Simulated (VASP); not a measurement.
# Mo (Im-3m) in VASP: relaxation of cell and atoms with PBE

Aim: the relaxation of cell and atoms of Mo with PBE.

Program: VASP 6.6.1. These are calculated values, not measurements. Logs are shortened: lines on timing, memory, paths and dates and some standing lists are left out, and cuts for length are marked.

## (1) The structure

It takes space group Im-3m (No. 229, cubic). The conventional cell has a = 3.160 Å, b = 3.160 Å, c = 3.160 Å, α = 90.00°, β = 90.00°, γ = 90.00°. Mo (site symmetry m-3m) is surrounded by 8 Mo at 2.74 Å.

The cell was built by a generator and needn't be a form met in nature.

## (2) Relaxation of cell and atoms, PBE

INCAR

```
SYSTEM = Mo
PREC = Accurate
ENCUT = 600
EDIFF = 1E-6
ISMEAR = 1
SIGMA = 0.2
LREAL = .FALSE.
LASPH = .TRUE.
NELM = 60
ALGO = Normal
ISIF = 3
LWAVE = .FALSE.
LCHARG = .FALSE.
GGA = PE
IBRION = 2
NSW = 40
EDIFFG = -0.005
KPAR = 8
```

KPOINTS

```
regular mesh
0
G
  24 24 24
  0 0 0
```

POSCAR

```
Mo
1.0
   -1.5800000000      1.5800000000      1.5800000000
    1.5800000000     -1.5800000000      1.5800000000
    1.5800000000      1.5800000000     -1.5800000000
Mo
1
Direct
    0.0000000000      0.0000000000      0.0000000000
```

Potentials or basis: VASP PAW PBE potentials, release 64 (Mo_sv).

Started as:

```
$ cat potpaw_PBE.64/Mo_sv/POTCAR > POTCAR
$ mpirun -np 8 vasp_std > vasp.out
```

OUTCAR:

```text
SYSTEM = Mo
   PREC = Accurate
   ENCUT = 600
   EDIFF = 1E-6
   ISMEAR = 1
   LREAL = .FALSE.
   LASPH = .TRUE.
   NELM = 60
   ISIF = 3
   GGA = PE
   IBRION = 2
   NSW = 40
   EDIFFG = -0.005

 ion  position               nearest neighbor table
   1  0.000  0.000  0.000-

  LATTYP: Found a body centered cubic cell.
 ALAT       =     3.1600000000

  Lattice vectors:

 A1 = (  -1.5800000000,   1.5800000000,   1.5800000000)
 A2 = (   1.5800000000,  -1.5800000000,   1.5800000000)
 A3 = (   1.5800000000,   1.5800000000,  -1.5800000000)

Analysis of symmetry for initial positions (statically):
=====================================================================
 Subroutine PRICEL returns:
 Original cell was already a primitive cell.

 Routine SETGRP: Setting up the symmetry group for a
 body centered cubic supercell.

 Subroutine GETGRP returns: Found 48 space group operations
 (whereof 48 operations were pure point group operations)
 out of a pool of 48 trial point group operations.

The static configuration has the point symmetry O_h .

Analysis of symmetry for dynamics (positions and initial velocities):
=====================================================================
 Subroutine PRICEL returns:
 Original cell was already a primitive cell.

 Routine SETGRP: Setting up the symmetry group for a
 body centered cubic supercell.

 Subroutine GETGRP returns: Found 48 space group operations
 (whereof 48 operations were pure point group operations)
 out of a pool of 48 trial point group operations.

The dynamic configuration has the point symmetry O_h .

 Subroutine INISYM returns: Found 48 space group operations
 (whereof 48 operations are pure point group operations),
 and found     1 'primitive' translations

----------------------------------------------------------------------------------------

                                     Primitive cell

  volume of cell :      15.7772

  direct lattice vectors                    reciprocal lattice vectors
    -1.580000000  1.580000000  1.580000000     0.000000000  0.316455696  0.316455696
     1.580000000 -1.580000000  1.580000000     0.316455696  0.000000000  0.316455696
     1.580000000  1.580000000 -1.580000000     0.316455696  0.316455696  0.000000000

  length of vectors
     2.736640276  2.736640276  2.736640276     0.447535937  0.447535937  0.447535937

  position of ions in fractional coordinates (direct lattice)
     0.000000000  0.000000000  0.000000000

  ion indices of the primitive-cell ions
   primitive index   ion index
                 1           1

----------------------------------------------------------------------------------------

 KPOINTS: regular mesh

Automatic generation of k-mesh.
 Grid dimensions read from file:
 generate k-points for:   24   24   24

 Generating k-lattice:

  Cartesian coordinates                     Fractional coordinates (reciprocal lattice)
     0.000000000  0.013185654  0.013185654     0.041666667  0.000000000  0.000000000
     0.013185654  0.000000000  0.013185654     0.000000000  0.041666667  0.000000000
     0.013185654  0.013185654  0.000000000     0.000000000  0.000000000  0.041666667

  Length of vectors
     0.018647331  0.018647331  0.018647331

  Shift w.r.t. Gamma in fractional coordinates (k-lattice)
     0.000000000  0.000000000  0.000000000

 Subroutine IBZKPT returns following result:
 ===========================================

 Found    413 irreducible k-points:

 Following reciprocal coordinates:
            Coordinates               Weight
  0.000000  0.000000  0.000000      1.000000
  0.041667  0.000000  0.000000     12.000000
  0.083333  0.000000  0.000000     12.000000
  0.125000  0.000000  0.000000     12.000000
  0.166667  0.000000  0.000000     12.000000
  0.208333  0.000000  0.000000     12.000000
[... 16 lines left out ...]
  0.416667  0.041667  0.000000     48.000000
  0.458333  0.041667  0.000000     48.000000
 [... further k-points ...]
   k-points           NKPTS =    413   k-points in BZ     NKDIM =    413   number of bands    NBANDS=     11
   number of dos      NEDOS =    301   number of ions     NIONS =      1
   total plane-waves  NPLWV =  13824
   dimension x,y,z NGX =    24 NGY =   24 NGZ =   24
   dimension x,y,z NGXF=    48 NGYF=   48 NGZF=   48
   ions per type =               1
   NGX,Y,Z   is equivalent  to a cutoff of  14.58, 14.58, 14.58 a.u.
   NGXF,Y,Z  is equivalent  to a cutoff of  29.16, 29.16, 29.16 a.u.
 SYSTEM =  Mo
   PREC   = accura    normal or accurate (medium, high low for compatibility)
   ISTART =      0    job   : 0-new  1-cont  2-samecut
   ICHARG =      2    charge: 1-file 2-atom 10-const
   ISPIN  =      1    spin polarized calculation?
   LNONCOLLINEAR =      F non collinear calculations
   LSORBIT =      F    spin-orbit coupling
   LASPH  =      T    aspherical Exc in radial PAW
   ENCUT  =  600.0 eV  44.10 Ry    6.64 a.u.   5.47  5.47  5.47*2*pi/ulx,y,z
   NELM   =     60;   NELMIN=  2; NELMDL= -5     # of ELM steps
   EDIFF  = 0.1E-05   stopping-criterion for ELM
   LREAL  =      F    real-space projection
   EDIFFG = -.5E-02   stopping-criterion for IOM
   NSW    =     40    number of steps for IOM
   IBRION =      2    ionic relax: 0-MD 1-quasi-New 2-CG
   NFREE  =      1    steps in history (QN), initial steepest desc. (CG)
   ISIF   =      3    stress and relaxation
   ISYM   =      2    0-nonsym 1-usesym 2-fastsym
   POTIM  = 0.5000    time-step for ionic-motion
   TEBEG  =    0.0;   TEEND  =   0.0 temperature during run
   PSTRESS=    0.0 pullay stress
   NELECT =      14.0000    total number of electrons
   NUPDOWN=      -1.0000    fix difference up-down
   EMIN   =  10.00;   EMAX   =-10.00  energy-range for DOS
   EFERMI =   0.00;   METHOD = LEGACY
   ISMEAR =     1;   SIGMA  =   0.20  broadening in eV -4-tet -1-fermi 0-gaus
   EFERMI_NEDOS =   21; number of points for ismear=-14 and -15
   IALGO  =     38    algorithm
   IMIX   =      4    mixing-type and parameters
     AMIX     =   0.40;   BMIX     =  1.00
     AMIX_MAG =   1.60;   BMIX_MAG =  1.00
  volume/ion in A,a.u.               =      15.78       106.47
  Fermi-wavevector in a.u.,A,eV,Ry     =   1.573163  2.972847 33.672273  2.474842
  Thomas-Fermi vector in A             =   2.674489
   LORBIT       =      0    0 simple, 1 ext, 2 COOP (PROOUT), +10 PAW based schemes
   GGA     = PE    functional components
   LHFCALC =     F    Hartree Fock is set to
   AEXX    =    0.0000 exact exchange contribution
   IVDW    =     0    specifies the selected vdW correction
   LEPSILON=     F    determine dielectric tensor
   LRPA    =     F    only Hartree local field effects (RPA)
 conjugate gradient relaxation of ions
 non-spin polarized calculation
 Methfessel and Paxton  Order N= 1 SIGMA  =   0.20
  energy-cutoff  :      600.00
  volume of cell :       15.78
 maximum number of plane-waves:       543
 NGX is ok and might be reduce to    24
   NGX = 11   NGY = 11   NGZ = 11

--------------------------------------- Ionic step        1  -------------------------------------------

 number of electron      14.0000002 magnetization

 Free energy of the ion-electron system (eV)
  ---------------------------------------------------
  ext. energy  EPLUGINS =         0.00000000
  ---------------------------------------------------
  free energy    TOTEN  =       -10.93496116 eV

  energy without entropy =      -10.93482145  energy(sigma->0) =      -10.93491459

------------------------ aborting loop because EDIFF is reached ----------------------------------------

  FORCE on cell =-STRESS in cart. coord.  units (eV):
  Direction    XX          YY          ZZ          XY          YZ          ZX
  --------------------------------------------------------------------------------------
  -------------------------------------------------------------------------------------
  Total        0.0599991      0.0599991      0.0599991     -0.0000000     -0.0000000      0.0000000
  in kB        6.0928971      6.0928971      6.0928971     -0.0000000     -0.0000000      0.0000000
  external PRESSURE =       6.0928971 kB  Pullay stress =       0.0000000 kB

 VOLUME and BASIS-vectors are now :
 -----------------------------------------------------------------------------
  energy-cutoff  :      600.00
  volume of cell :       15.78
      direct lattice vectors                 reciprocal lattice vectors
    -1.580000000  1.580000000  1.580000000     0.000000000  0.316455696  0.316455696
     1.580000000 -1.580000000  1.580000000     0.316455696  0.000000000  0.316455696
     1.580000000  1.580000000 -1.580000000     0.316455696  0.316455696  0.000000000
[... 36 lines left out ...]
 POSITION                                       TOTAL-FORCE (eV/Angst)
 -----------------------------------------------------------------------------------
      0.00000      0.00000      0.00000        -0.000000      0.000000      0.000000
 -----------------------------------------------------------------------------------
    total drift:                                0.000000     -0.000000      0.000000

  FREE ENERGIE OF THE ION-ELECTRON SYSTEM (eV)
  ---------------------------------------------------
  free  energy   TOTEN  =       -10.9345081184 eV

  energy  without entropy=      -10.9343409964  energy(sigma->0) =      -10.93445241

--------------------------------------- Ionic step        3  -------------------------------------------

 number of electron      14.0000002 magnetization

 Free energy of the ion-electron system (eV)
  ---------------------------------------------------
  ext. energy  EPLUGINS =         0.00000000
  ---------------------------------------------------
  free energy    TOTEN  =       -10.93502860 eV

  energy without entropy =      -10.93488084  energy(sigma->0) =      -10.93497934

 E-fermi :  12.4566     XC(G=0): -13.3258

 val. band max:       12.4513982527   @ k =   0.4167   0.1250   0.0417
 cond. band min:      12.4570696953   @ k =   0.3750   0.0833  -0.0000
 fundamental gap:      0.0056714426
 Fermi energy:        12.4566189627

 k-point     1 :       0.0000    0.0000    0.0000
  band No.  band energies     occupation
      1     -48.8739      2.00000
      2     -22.1668      2.00000
      3     -22.1668      2.00000
      4     -22.1668      2.00000
      5       5.2113      2.00000
      6      11.0645      2.00000
      7      11.0645      2.00000
      8      11.0645      2.00000
      9      14.0479     -0.00000
     10      14.0479     -0.00000
     11      27.2232      0.00000

 k-point     2 :       0.0417    0.0000    0.0000
  band No.  band energies     occupation
      1     -48.8697      2.00000
      2     -22.1914      2.00000
      3     -22.1744      2.00000
      4     -22.1670      2.00000
      5       5.2879      2.00000
      6      11.0213      2.00000
      7      11.0581      2.00000
      8      11.1356      2.00000
      9      13.9820     -0.00000
     10      14.0488     -0.00000
     11      27.2815      0.00000
[... 295 lines left out ...]
 k-point    24 :       0.4583    0.0417    0.0000
  band No.  band energies     occupation
      1     -48.6212      2.00000
      2     -23.5038      2.00000
      3     -22.6027      2.00000
      4     -22.1872      2.00000
      5       7.2126      2.00000
      6       9.0830      2.00000
      7      13.5811     -0.00000
      8      14.0650     -0.00000
      9      14.8970     -0.00000
     10      17.1684      0.00000
     11      23.8822      0.00000

 [... further k-points ...]

------------------------ aborting loop because EDIFF is reached ----------------------------------------

  FORCE on cell =-STRESS in cart. coord.  units (eV):
  Direction    XX          YY          ZZ          XY          YZ          ZX
  --------------------------------------------------------------------------------------
  -------------------------------------------------------------------------------------
  Total        0.0012034      0.0012034      0.0012034     -0.0000000     -0.0000000      0.0000000
  in kB        0.1219305      0.1219305      0.1219305     -0.0000000     -0.0000000      0.0000000
  external PRESSURE =       0.1219305 kB  Pullay stress =       0.0000000 kB

 VOLUME and BASIS-vectors are now :
 -----------------------------------------------------------------------------
  energy-cutoff  :      600.00
  volume of cell :       15.81
      direct lattice vectors                 reciprocal lattice vectors
    -1.581196059  1.581196059  1.581196059     0.000000000  0.316216321  0.316216321
     1.581196059 -1.581196059  1.581196059     0.316216321  0.000000000  0.316216321
     1.581196059  1.581196059 -1.581196059     0.316216321  0.316216321  0.000000000

 POSITION                                       TOTAL-FORCE (eV/Angst)
 -----------------------------------------------------------------------------------
      0.00000      0.00000      0.00000         0.000000     -0.000000      0.000000
 -----------------------------------------------------------------------------------
    total drift:                               -0.000000      0.000000      0.000000

  FREE ENERGIE OF THE ION-ELECTRON SYSTEM (eV)
  ---------------------------------------------------
  free  energy   TOTEN  =       -10.9350285983 eV

  energy  without entropy=      -10.9348808377  energy(sigma->0) =      -10.93497934

 reached required accuracy - stopping structural energy minimisation
```

It took 14 s on 8 MPI ranks of AMD EPYC 9R45 (Zen 5), shared host; peak memory 0.19 GiB.

Results:

| Property | Result |
| --- | --- |
| Free energy | -10.9350 eV |
| Relaxed volume | 15.81 Å³/atom |
| Relaxed cell | a = 2.739 Å, b = 2.739 Å, c = 2.739 Å, α = 109.47°, β = 109.47°, γ = 109.47° |
| Space group after relaxing (to 0.05 Å) | Im-3m (No. 229) |
| Energy gained by relaxing | 0.1 meV/atom |
| Ionic steps | 3 |
| Pressure after relaxing | 0.0 GPa |
| Band gap on the k mesh | none (metal or under the smearing width) |

Final structure:
```
Mo
1.0
    -1.58120    1.58120    1.58120
     1.58120   -1.58120    1.58120
     1.58120    1.58120   -1.58120
Mo
1
Cartesian
  0.0000 0.0000 0.0000
```

Levels at points of the mesh, in eV from the Fermi level:
```
           k point  band 4  band 5  band 6  band 7  band 8  band 9  band 10  band 11
(0.00, 0.00, 0.00)  -34.62   -7.25   -1.39   -1.39   -1.39    1.59     1.59    14.77
(0.50, 0.00, 0.00)  -34.63   -5.30   -3.40    1.53    1.61    2.23     4.61    11.42
(0.50, 0.50, 0.50)  -35.56   -5.40   -5.40    3.86    3.86    3.86     8.93     8.93
```
